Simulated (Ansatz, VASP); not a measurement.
## ReB2: VASP beside Ansatz

Wanted: the spread between two codes on one cell, functional and k mesh.

Method: plane waves, with VASP 6.6.1 beside it; relaxation of cell and atoms at r2SCAN with rVV10, in Ansatz 0.2.0.

## (1) The structure

Symmetry: P6_3/mmc, No. 194, hexagonal system. Conventional cell: a = 2.900 Å, b = 2.900 Å, c = 7.478 Å, α = 90.00°, β = 90.00°, γ = 120.00°. Re has 8 B at 2.23 to 2.26 Å nearest. Nearest to B lie 3 B at 1.82 Å and 4 Re at 2.23 to 2.26 Å. Farther neighbours are not listed.

## (2) Ansatz: relaxation of cell and atoms, r2SCAN with rVV10

Ansatz runs on its default PAW (the set named soft_2) files.

The relaxed volume is the usual yardstick between codes: its relative difference is about their pressure difference at one cell divided by the bulk modulus.

Input file input.yaml:

```yaml
crystal:
  lattice:
    - [2.9, 0.0, 0.0]
    - [-1.45, 2.511473671, 0.0]
    - [0.0, 0.0, 7.478]
  atoms:
    - { symbol: Re, position: [0.3333333333, 0.6666666667, 0.25] }
    - { symbol: Re, position: [0.6666666667, 0.3333333333, 0.75] }
    - { symbol: B, position: [0.3333333333, 0.6666666667, 0.548] }
    - { symbol: B, position: [0.6666666667, 0.3333333333, 0.048] }
    - { symbol: B, position: [0.3333333333, 0.6666666667, 0.952] }
    - { symbol: B, position: [0.6666666667, 0.3333333333, 0.452] }
hamiltonian:
  xc: r2scan
  pseudopotentials: { kind: paw }
  dispersion: rvv10
kpoints:
  mp_grid: { grid: [9, 9, 3] }
scf:
  occupations: { method: fermi_dirac, width: 0.05 }
relax:
  f_tol: 0.01
  max_steps: 60
  cell: { stress_tol: 0.05 }
output:
  forces: true
  stress: true
```

The run is started by

```
ansatz run input.yaml --threads 4 --pin off --max-ram 9216MiB --backend cpu --events-out ev --progress --plain --runs-dir out
```

Numbers of over 12 decimals in the logs are rounded to 6 here.

Output:

```text
Engine: ansatz 0.2.0, aarch64-unknown-linux-gnu
Pseudopotentials: kind: paw
Pseudopotential: Re, paw, valence charge 15, recommended cutoff 500 eV (meta_gga), Re.paw.azcp
Pseudopotential: B, paw, valence charge 3, recommended cutoff 500 eV (meta_gga), B.paw.azcp
Functional definition: r2SCAN+rVV10
  parameter k0 = 0.174
  parameter k1 = 0.065
  parameter a1 = 4.9479
  exchange = r2scan_x(k0 = k0, k1 = k1, a1 = a1)
  correlation = r2scan_c + rvv10(11.95, 0.0093)
Crystal: 6 atoms, lattice volume = 54.464 Å³
Basis set: ecut = 500 eV, 1383 PW (Γ), exchange–correlation on 96×96×256 points (64 copies of the dense FFT grid, shifted against one another)
Bands: 27, of which v1, the nominal top of the filled ones, is band 21 counted from 1 (20 counted from 0)
Symmetry: 24 space group operations
Space group: P63/mmc (ITA 194), of the structure as read, at distance tolerance 3.8e-5 Å
k-points: 24 of 243
Non-local potential: Re, projectors of the file, l = 0: 3, l = 1: 2, l = 2: 2, l = 3: 1
Non-local potential: B, projectors of the file, l = 0: 2, l = 1: 2, l = 2: 1
PAW form: soft (Blöchl's): semilocal exchange-correlation on the pseudo side does not see the compensation charge
rVV10 density: all electrons in the spheres
PAW frozen core: Re, regenerated for the run's functional (the file was generated under x = pbe(κ = 0.804, μ = 0.219515), c = pbe(β = 0.066725))
PAW frozen core: B, regenerated for the run's functional (the file was generated under x = pbe(κ = 0.804, μ = 0.219515), c = pbe(β = 0.066725))
PAW one-centre angular grid: Re, 590 points (default); XC on 160 Gauss nodes
PAW one-centre angular grid: B, 302 points (default); XC on 160 Gauss nodes
Initial density: superposition of atomic densities (neutral atoms: chi_scale 0, normalization atom), corrected by the library's trained network
Initial wavefunctions: pseudopotential atomic-orbital guess
Functional: x = r2scan, c = r2scan + rvv10(b = 11.95, C = 0.0093); τ floored in thin density (d = 2e-4 eV/Å³)
SCF iter   1: F=—  HF=-22384.382481 eV  |F-HF|=—  |Δ(HF+E_count)|=         —  Δρ=1.11e-2  dr2=5.08e-2  dr2_τ=6.86e-1  ethr=1.77e-3  ⟨swp⟩=6.0  Hψ=2876  notcnv=0  defer=1
preconditioner: auto → none  [insulator: Δε(μ)=0.144 eV  Ē_g=9.264 eV  σ=0.050 eV  W_gap=0.59  n_scr=12 (ndim 8)  ℏωp=25.7 eV  f_vac=0.000  D(μ)=1.33/eV (n_scr^D=4)  ε∞_Penn≈8.7]
SCF iter   2: F=—  HF=-22384.545652 eV  |F-HF|=—  |Δ(HF+E_count)|=   1.63e-1  Δρ=6.97e-3  dr2=3.53e-2  dr2_τ=6.54e-3  ethr=1.21e-4  ⟨swp⟩=2.2  Hψ=1279  notcnv=0  defer=23
SCF iter   3: F=—  HF=-22384.540441 eV  |F-HF|=—  |Δ(HF+E_count)|=   5.21e-3  Δρ=4.10e-3  dr2=3.01e-3  dr2_τ=6.28e-4  ethr=8.41e-5  ⟨swp⟩=2.0  Hψ=1027  notcnv=0  defer=23
SCF iter   4: F=—  HF=-22384.542816 eV  |F-HF|=—  |Δ(HF+E_count)|=   2.38e-3  Δρ=7.73e-4  dr2=9.90e-5  dr2_τ=3.31e-5  ethr=7.16e-6  ⟨swp⟩=2.0  Hψ=936  notcnv=0  defer=23
SCF iter   5: F=—  HF=-22384.542937 eV  |F-HF|=—  |Δ(HF+E_count)|=   1.20e-4  Δρ=1.77e-4  dr2=5.21e-6  dr2_τ=1.15e-6  ethr=2.36e-7  ⟨swp⟩=2.0  Hψ=1079  notcnv=0  defer=23
SCF iter   6: F=—  HF=-22384.542945 eV  |F-HF|=—  |Δ(HF+E_count)|=   8.01e-6  Δρ=3.13e-5  dr2=1.74e-7  dr2_τ=3.03e-8  ethr=1.24e-8  ⟨swp⟩=2.0  Hψ=991  notcnv=0  defer=23
SCF iter   7: F=-22384.542945 eV  HF=-22384.542945 eV  |F-HF|=2.58e-9  |Δ(HF+E_count)|=   3.18e-7  Δρ=3.99e-6  dr2=2.83e-9  dr2_τ=5.39e-10  ethr=2.38e-10  ⟨swp⟩=5.0  Hψ=2339  notcnv=0
SCF 1 converged in 7 iterations: F = -22384.542945 eV  dr2 = 2.83e-9
  greatest PAW one-centre occupation: 1.000 electrons in one spin orbital (limit 2), on the Re atom at site 1 (counted from 0), in its partial waves of l = 0
relax step   1: F+E_penalty+E_count = -22384.54294490 eV  Δ(F+E_penalty+E_count) = +0.000e0 eV  max|allowed force component| = 4.107e-2 eV/Å  Δτ_max = 0.0000 Å  P = -1.846 GPa  Ω = 54.464 Å³  (7 SCF iters, dr2 threshold 1.00e-7 eV, accepted)
[...]
relax step   2: F+E_penalty+E_count = -22384.54468866 eV  Δ(F+E_penalty+E_count) = -1.744e-3 eV  max|allowed force component| = 4.888e-2 eV/Å  Δτ_max = 0.0001 Å  P = +0.229 GPa  Ω = 54.128 Å³  energy of the carried Pulay correction = +7.115e-5 eV  (5 SCF iters, dr2 threshold 6.00e-7 eV, accepted)
[...]
relax step   3: F+E_penalty+E_count = -22384.54487162 eV  Δ(F+E_penalty+E_count) = -1.830e-4 eV  max|allowed force component| = 2.356e-2 eV/Å  Δτ_max = 0.0009 Å  P = +0.012 GPa  Ω = 54.168 Å³  energy of the carried Pulay correction = +6.254e-5 eV  (3 SCF iters, dr2 threshold 4.04e-7 eV, accepted)
[...]
relax step   4: F+E_penalty+E_count = -22384.54491019 eV  Δ(F+E_penalty+E_count) = -3.857e-5 eV  max|allowed force component| = 5.750e-3 eV/Å  Δτ_max = 0.0012 Å  P = -0.032 GPa  Ω = 54.170 Å³  energy of the carried Pulay correction = +6.216e-5 eV  (4 SCF iters, dr2 threshold 3.47e-8 eV, accepted)
[...]
relax step   5: F+E_penalty+E_count = -22384.54491737 eV  Δ(F+E_penalty+E_count) = -7.185e-6 eV  max|allowed force component| = 2.156e-4 eV/Å  Δτ_max = 0.0003 Å  P = +0.001 GPa  Ω = 54.168 Å³  energy of the carried Pulay correction = +6.267e-5 eV  (3 SCF iters, dr2 threshold 4.24e-8 eV, accepted)
[...]
relax step   6: F+E_penalty+E_count = -22384.54485365 eV  Δ(F+E_penalty+E_count) = +6.372e-5 eV  max|allowed force component| = 1.488e-4 eV/Å  Δτ_max = 0.0000 Å  P = -0.000 GPa  Ω = 54.168 Å³  stress off target by 1.84e-3 GPa  SCF on the basis re-selected at this cell (its energy is not comparable with the rows above)  (4 SCF iters)
basis re-selected at this cell: Δ(F+E_penalty+E_count) = +6.372e-5 eV, ΔP = -0.002 GPa vs the last step (what re-selecting the basis moved, of the pressure what is left beyond the Pulay correction that the steps carried, after the strain that the cell walked since its last selection, with what the two solves' SCF thresholds leave and, on support functions, any second-order correction that the steps lacked; it is no m [...]
SCF converged after 4 iterations
Free energy (F): -22384.544854 eV
Harris-Foulkes:  -22384.544854 eV  (|F-HF|=1.09e-11)
Internal energy: -22384.534100 eV  (E = F + TS)
E sigma→0 (E₀):  -22384.539477 eV
Entropy (-TS):   -0.010753 eV (-1.792 meV/atom)
Fermi energy:    18.491711 eV
--- Per-component energies (eV) ---
  E_band       = -218.679382
  E_kinetic    = 1285.906494
  E_local      = -2101.057381  (includes V_loc(G=0)·N_el)
  E_nonlocal   = 140.127747
  E_hartree    = 779.142434
  E_xc         = -897.249107
  E_vxc        = -851.449075  (∫ρ·V_xc dr)
  E_paw        = -17697.846325  (= ΣΔE_a)
  E_vpaw       = -293.905152  (= ΣTr[D̂ρ^β])
  E_aug_tail   = -0.000062  (compensation charges beyond the density's cutoff)
  E_vtau       = 43.413251  (kinetic-family band-sum trace: ∫τ·v_τ [+ j·A + Jᵃ·Aᵃ] dr)
  E_ewald      = -3892.542391
  E_core_change = -1.015509  (= ΣΔE_core)
  E_smearing   = -0.010753  (= −TS)
  E_closure    = 0.000000  (closes the sum)
  Σ components = -22384.544854   (vs F -22384.544854, Δ=0.00e0)
--- Forces (eV/Å), atoms counted from 1 ---
  atom   1  Re     0.00000000    -0.00000000     0.00000000
  atom   2  Re     0.00000000     0.00000000     0.00000000
  atom   3  B      0.00000000     0.00000000     0.00014885
  atom   4  B      0.00000000    -0.00000000     0.00014885
  atom   5  B      0.00000000     0.00000000    -0.00014885
  atom   6  B      0.00000000    -0.00000000    -0.00014885
  max |Σ_I F_I| component: 3.24e-17 eV/Å
--- Stress (GPa, compression-positive) ---
        0.000405      -0.000000       0.000000
       -0.000000       0.000405       0.000000
        0.000000       0.000000      -0.001835
  P = ⅓ Tr σ = -0.0003 GPa (-0.003 kbar)
--- Relaxed structure (5 steps of the walk, 5 accepted, 1 SCFs on fresh bases) ---
  F+E_penalty+E_count = -22384.54485365 eV   max|allowed force component| = 1.488e-4 eV/Å   (the final SCF, on the basis selected at the relaxed cell)
  cell:  # Å, volume = 54.1678 Å³
    - [2.893452, 0, 0.0]
    - [-1.446726, 2.505803, 0.0]
    - [0.0, 0.0, 7.470983]
  atoms:
    - { symbol: Re, position: [0.333333, 0.666667, 0.250000] }
    - { symbol: Re, position: [0.666667, 0.333333, 0.750000] }
    - { symbol: B, position: [0.333333, 0.666667, 0.547739] }
    - { symbol: B, position: [0.666667, 0.333333, 0.047739] }
    - { symbol: B, position: [0.333333, 0.666667, 0.952261] }
    - { symbol: B, position: [0.666667, 0.333333, 0.452261] }
```

The job ended after 8.8 s (4 threads of Arm Neoverse V2, shared host; peak memory 0.56 GiB; 33 s of CPU time).

(Continued in part 2 of 2.)

[Lines on the potential files, build, host, timing and source positions are cut from VASP's logs without a mark.]

[Logs are printed without paths, hosts, clocks, repeated set-up lines and the standing remarks that a program may print on its own settings, such as how far it seeks lower states.]

[Hosts, paths, dates, database ids (printed as entryN), source tags and the programs' standing remarks are cut or masked in the printed files.]
